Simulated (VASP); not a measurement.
# HfC (Pm-3m) in VASP: further runs, part 2 of 2

VASP 6.6.1. Earlier steps stand in the parts before.

## (3) Single point, PBE

This run uses another cell than the first one, of 12.19 Å³/atom, 0.952 times its volume.

INCAR

```
PREC = Accurate
ENCUT = 520
EDIFF = 1E-6
ISMEAR = 0
SIGMA = 0.05
LREAL = False
LASPH = True
NELM = 60
ALGO = Normal
ISIF = 2
LWAVE = False
LCHARG = False
GGA = PE
NBANDS = 14
```

KPOINTS

```
Automatic mesh
0
Gamma
  6 6 6
```

POSCAR

```
HfC
1.0
    2.8992608694      0.0000000000      0.0000000000
    0.0000000000      2.8992608694      0.0000000000
    0.0000000000      0.0000000000      2.8992608694
Hf C
1 1
Direct
    0.0000000000      0.0000000000      0.0000000000
    0.5000000000      0.5000000000      0.5000000000
```

Potentials or basis: VASP PAW PBE potentials, release 64 (Hf_pv, C).

Run with:

```console
$ cat potpaw_PBE.64/Hf_pv/POTCAR potpaw_PBE.64/C/POTCAR > POTCAR
$ mpirun -np 1 vasp_std > vasp.out
```

OUTCAR:

```text
PREC = Accurate
   ENCUT = 520
   EDIFF = 1E-6
   ISMEAR = 0
   LREAL = False
   LASPH = True
   NELM = 60
   ISIF = 2
   GGA = PE

 ion  position               nearest neighbor table
   1  0.000  0.000  0.000-   2 2.51   2 2.51   2 2.51   2 2.51   2 2.51   2 2.51   2 2.51   2 2.51

   2  0.500  0.500  0.500-   1 2.51   1 2.51   1 2.51   1 2.51   1 2.51   1 2.51   1 2.51   1 2.51

  LATTYP: Found a simple cubic cell.
 ALAT       =     2.8992608694

  Lattice vectors:

 A1 = (   2.8992608694,   0.0000000000,   0.0000000000)
 A2 = (   0.0000000000,   2.8992608694,   0.0000000000)
 A3 = (   0.0000000000,   0.0000000000,   2.8992608694)

Analysis of symmetry for initial positions (statically):
=====================================================================
 Subroutine PRICEL returns:
 Original cell was already a primitive cell.

 Routine SETGRP: Setting up the symmetry group for a
 simple cubic supercell.

 Subroutine GETGRP returns: Found 48 space group operations
 (whereof 48 operations were pure point group operations)
 out of a pool of 48 trial point group operations.

The static configuration has the point symmetry O_h .
[... 171 lines left out ...]
      5       4.6995      2.00000
      6       4.6995      2.00000
      7       7.6774      0.00000
      8       7.6774      0.00000
      9       7.6774      0.00000
     10      12.7370      0.00000
     11      12.7370      0.00000
     12      12.7370      0.00000
     13      13.1029      0.00000
     14      19.8631      0.00000
[... 309 lines left out ...]
      1     -24.0885      2.00000
      2     -24.0885      2.00000
      3     -24.0885      2.00000
      4      -0.6980      2.00000
      5       1.1090      2.00000
      6       1.1090      2.00000
      7       1.1090      2.00000
      8      15.3776      0.00000
      9      15.3776      0.00000
     10      15.3776      0.00000
     11      15.6485      0.00000
     12      16.0920      0.00000
     13      16.0920      0.00000
     14      16.0920      0.00000

------------------------ aborting loop because EDIFF is reached ----------------------------------------

  FORCE on cell =-STRESS in cart. coord.  units (eV):
  Direction    XX          YY          ZZ          XY          YZ          ZX
  --------------------------------------------------------------------------------------
  -------------------------------------------------------------------------------------
  Total       -0.1378990     -0.1378990     -0.1378990      0.0000000     -0.0000000      0.0000000
  in kB       -9.0658762     -9.0658762     -9.0658762      0.0000000     -0.0000000      0.0000000
  external PRESSURE =      -9.0658762 kB  Pullay stress =       0.0000000 kB

 VOLUME and BASIS-vectors are now :
 -----------------------------------------------------------------------------
  energy-cutoff  :      520.00
  volume of cell :       24.37
      direct lattice vectors                 reciprocal lattice vectors
     2.899260869  0.000000000  0.000000000     0.344915496  0.000000000  0.000000000
     0.000000000  2.899260869  0.000000000     0.000000000  0.344915496  0.000000000
     0.000000000  0.000000000  2.899260869     0.000000000  0.000000000  0.344915496

 POSITION                                       TOTAL-FORCE (eV/Angst)
 -----------------------------------------------------------------------------------
      0.00000      0.00000      0.00000         0.000000      0.000000      0.000000
      1.44963      1.44963      1.44963         0.000000      0.000000      0.000000
 -----------------------------------------------------------------------------------
    total drift:                                0.000000      0.000000     -0.000000

  FREE ENERGIE OF THE ION-ELECTRON SYSTEM (eV)
  ---------------------------------------------------
  free  energy   TOTEN  =       -18.3130896113 eV

  energy  without entropy=      -18.3055974302  energy(sigma->0) =      -18.30934352
```

OSZICAR:

```text
N       E                     dE             d eps       ncg     rms          rms(c)
DAV:   1     0.281915798565E+02    0.28192E+02   -0.75874E+03   560   0.968E+02
DAV:   2    -0.200089470427E+02   -0.48201E+02   -0.45291E+02   728   0.207E+02
DAV:   3    -0.215599247668E+02   -0.15510E+01   -0.15433E+01   686   0.272E+01
DAV:   4    -0.215673071846E+02   -0.73824E-02   -0.73817E-02   686   0.221E+00
DAV:   5    -0.215673448316E+02   -0.37647E-04   -0.37647E-04   650   0.141E-01    0.439E+01
DAV:   6    -0.188157441224E+02    0.27516E+01   -0.17634E+01   608   0.189E+01    0.361E+01
DAV:   7    -0.183577492938E+02    0.45799E+00   -0.10823E+00   602   0.661E+00    0.260E+01
DAV:   8    -0.183332152129E+02    0.24534E-01   -0.21067E-01   604   0.352E+00    0.123E+01
DAV:   9    -0.183156235576E+02    0.17592E-01   -0.22976E-02   614   0.129E+00    0.530E-01
DAV:  10    -0.183154761126E+02    0.14744E-03   -0.81931E-03   652   0.573E-01    0.430E-01
DAV:  11    -0.183131395812E+02    0.23365E-02   -0.19280E-03   620   0.324E-01    0.104E-01
DAV:  12    -0.183131519760E+02   -0.12395E-04   -0.20731E-04   674   0.103E-01    0.850E-02
DAV:  13    -0.183130997639E+02    0.52212E-04   -0.24181E-05   602   0.354E-02    0.265E-02
DAV:  14    -0.183130895330E+02    0.10231E-04   -0.11203E-05   650   0.227E-02    0.182E-03
DAV:  15    -0.183130896113E+02   -0.78320E-07   -0.63754E-07   358   0.611E-03
   1 F= -.18313090E+02 E0= -.18309344E+02  d E =-.749218E-02
```

stdout:

```text
POSCAR found type information on POSCAR HfC
 POSCAR found :  2 types and       2 ions
 scaLAPACK will be used
 LDA part: xc-table for (Slater+PW92), standard interpolation
 POSCAR, INCAR and KPOINTS ok, starting setup
 FFT: planning ... GRIDC
 FFT: planning ... GRID_SOFT
 FFT: planning ... GRID
 WAVECAR not read
 entering main loop
```

It used 5 s of CPU time on 1 thread of Intel(R) Xeon(R) Platinum 8488C (Sapphire Rapids), with other jobs on the host, which was overloaded at the time.

Results:

```
Free energy            : -18.3131 eV
Pressure               : -0.9 GPa
Band gap on the k mesh : none (metal or under the smearing width)
```

Caveat: the k mesh is coarse (spacing up to 0.36 Å⁻¹), so the values aren't converged. The run has no spin-orbit coupling, so splittings on Hf are missing.

## (4) Single point, PBE

This run uses another cell than the first one, of 10.98 Å³/atom, 0.859 times its volume.

INCAR

```
ALGO = Fast ; EDIFF = 1E-6
ENCUT = 520 ; GGA = PE
ISIF = 2 ; ISMEAR = 0
LASPH = True ; LCHARG = False
LREAL = False ; LWAVE = False
NBANDS = 14 ; NELM = 80
PREC = Accurate ; SIGMA = 0.05
```

KPOINTS

```
k-points
0
Gamma
  6 6 6
```

POSCAR

```
HfC
1.0
    2.8007261558      0.0000000000      0.0000000000
    0.0000000000      2.8007261558      0.0000000000
    0.0000000000      0.0000000000      2.8007261558
Hf C
1 1
Direct
    0.0000000000      0.0000000000      0.0000000000
    0.5000000000      0.5000000000      0.5000000000
```

Run with:

```console
$ cat potpaw_PBE.64/Hf_pv/POTCAR potpaw_PBE.64/C/POTCAR > POTCAR
$ mpirun -np 1 vasp_std > vasp.out
```

It used 4.6 s of CPU time on 1 thread of Intel(R) Xeon(R) Platinum 8488C (Sapphire Rapids), on a shared host, which was overloaded at the time.

It converged, with:

```yaml
Free_energy: -18.1527 eV
Pressure: 24.4 GPa
Band_gap_on_the_k_mesh: none (metal or under the smearing width)
```

Levels at points of the mesh, in eV from the Fermi level:
| k point | band 4 | band 5 | band 6 | band 7 | band 8 | band 9 | band 10 | band 11 |
| --- | --- | --- | --- | --- | --- | --- | --- | --- |
| (0.00, 0.00, 0.00) | -13.43 | -2.24 | -2.24 | 1.16 | 1.16 | 1.16 | 6.86 | 6.86 |
| (0.50, 0.00, 0.00) | -9.59 | -7.22 | -1.28 | -1.28 | -0.88 | 7.55 | 7.63 | 9.30 |
| (0.50, 0.50, 0.00) | -10.68 | -2.71 | -2.71 | -1.18 | 2.00 | 3.38 | 3.38 | 5.58 |
| (0.50, 0.50, 0.50) | -7.36 | -6.21 | -6.21 | -6.21 | 10.03 | 10.03 | 10.03 | 10.29 |

Caveat: the k mesh is coarse (spacing up to 0.37 Å⁻¹), so the values aren't converged; so large a pressure means that the cell lies far from this level's equilibrium, or that cutoff or potentials fall short.

## (5) The runs side by side

```csv
cell,k mesh,smearing,mesh quality,gap on the mesh (eV),pressure (GPa)
"Pm-3m, 12.79 Å³/atom",14 × 14 × 14,fermi-dirac 0.15 eV,not flagged,none,-9.6
"Pm-3m, 12.19 Å³/atom",6 × 6 × 6,gaussian 0.05 eV,coarse,none,-0.9
"Pm-3m, 10.98 Å³/atom",6 × 6 × 6,gaussian 0.05 eV,coarse,none,24.4
```

Alike in all rows: task single point; level PBE; potentials or basis VASP PAW PBE potentials, release 64 (Hf_pv, C); no spin polarisation; cutoff (eV) 520.

Caveats: some runs use coarse meshes; so large a pressure means that the cell lies far from this level's equilibrium, or that cutoff or potentials fall short (some runs).

Total energies depend on the potentials used, so only differences within one code and one set of settings carry meaning.
